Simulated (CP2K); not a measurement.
**Ga under changes of volume**

One of the cells (18.191 Å³/atom); the others are scaled copies at fixed shape and fractional positions:

```
Ga
1.0
     2.77842    0.00000    0.00000
     0.00000    3.28161    0.00000
    -1.34343    0.00000    3.99027
Ga
2
Direct
  0.13460 0.75000 0.77017
  0.86540 0.25000 0.22983
```

This isn't the form of Ga at room conditions, which is orthorhombic.

| Property | Result |
| --- | --- |
| Program | CP2K 2026.2 |
| Functional | PBEsol |
| Potentials or basis | POTENTIAL_UZH Ga GTH-PBE-q13; TZVP-MOLOPT-PBE-GTH basis |
| Density cutoff | 6123 eV |
| k mesh | 10 × 8 × 7 |
| Occupations | fermi-dirac, width 0.05 eV |
| Spin | no spin polarisation |

| volume (Å³/atom) | energy over the lowest point (meV/atom) | pressure (GPa) | largest force (eV/Å) |
| --- | --- | --- | --- |
| 17.100 | 13.82 | 4.2 | 0.260 |
| 17.463 | 5.97 | 2.7 | 0.241 |
| 17.827 | 1.50 | 1.3 | 0.224 |
| 18.191 | 0.00 | 0.1 | 0.208 |
| 18.555 | ? | ? | ? |
| 18.919 | 5.02 | -2.0 | 0.167 |
| 19.283 | 10.10 | -3.0 | 0.172 |

Problem. What does the run at 18.555 Å³/atom give?

Solution. Energy over the lowest point 1.61 meV/atom; pressure -1.0 GPa; largest force 0.149 eV/Å.

Worked out: A Birch-Murnaghan fit of order 3 (a polynomial in V^(-2/3)) to the other rows has its minimum at 18.18 Å³/atom with B0 = V·E''(V) = 57 GPa (rough, since the energies scatter) at fixed shape and positions, which overstates the stiffness. It gives 1.42 meV/atom at 18.555 Å³/atom, against the run's 1.61, and -dE/dV = -1.1 GPa, against -1.0.

Energies are extrapolated to zero smearing.

Caveats: the potentials were made for another functional, which shifts forces and pressure; the basis of atomic orbitals isn't converged, which shifts pressures, moduli and gaps.
